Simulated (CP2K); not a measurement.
The system is Zr.

```xyz
2
Lattice="3.2320 0.0000 0.0000 -1.6160 2.7990 0.0000 0.0000 0.0000 5.1470" Properties=species:S:1:pos:R:3 pbc="T T T"
Zr    1.6160    0.9330    3.8603
Zr    0.0000    1.8660    1.2868
```

Program: CP2K 2026.2. Alike in all runs: no spin polarisation; cell as given; k mesh 9 × 9 × 5.

**Question.** Order these runs on this cell by their pressure, lowest first.
A. level revPBE; potentials or basis POTENTIAL_UZH Zr GTH-PBE-q12; TZVP-MOLOPT-PBE-GTH basis; smearing fermi-dirac 0.05 eV; NGRIDS 4; potentials Zr GTH-PBE-q12 of POTENTIAL_UZH; CUTOFF of the grids 700 Ry
B. level PBE; potentials or basis POTENTIAL_UZH Zr GTH-PBE-q12; TZVP-MOLOPT-PBE-GTH basis; smearing fermi-dirac 0.1 eV; NGRIDS 5; potentials Zr GTH-PBE-q12 of POTENTIAL_UZH; points a segment of the path (NPOINTS) 10; bands added on the path 2; CUTOFF of the grids 450 Ry
C. level BLYP; potentials or basis POTENTIAL_UZH Zr GTH-PBE-q12; TZVP-MOLOPT-PBE-GTH basis; smearing fermi-dirac 0.05 eV; NGRIDS 4; potentials Zr GTH-PBE-q12 of POTENTIAL_UZH; CUTOFF of the grids 700 Ry
D. level PBEsol; potentials or basis POTENTIAL_UZH Zr GTH-PBE-q12; TZVP-MOLOPT-PBE-GTH basis; smearing fermi-dirac 0.0259 eV; NGRIDS 5; potentials Zr GTH-PBE-q12 of POTENTIAL_UZH; points a segment of the path (NPOINTS) 10; bands added on the path 4; CUTOFF of the grids 450 Ry
E. level LDA; potentials or basis GTH_POTENTIALS Zr GTH-PADE-q12; TZVP-MOLOPT-PBE-GTH basis; smearing fermi-dirac 0.05 eV; NGRIDS 5; potentials Zr GTH-PADE-q12 of GTH_POTENTIALS; points a segment of the path (NPOINTS) 10; bands added on the path 2; CUTOFF of the grids 450 Ry

**Answer.** E (-6.4 GPa), D (-2.4 GPa), B (1.2 GPa), A (2.7 GPa), C (4.2 GPa).

Caveats: the basis of atomic orbitals isn't converged, which shifts pressures, moduli and gaps; the potentials were made for another functional, which shifts forces and pressure (some runs).

Not every run made on this cell is shown here.
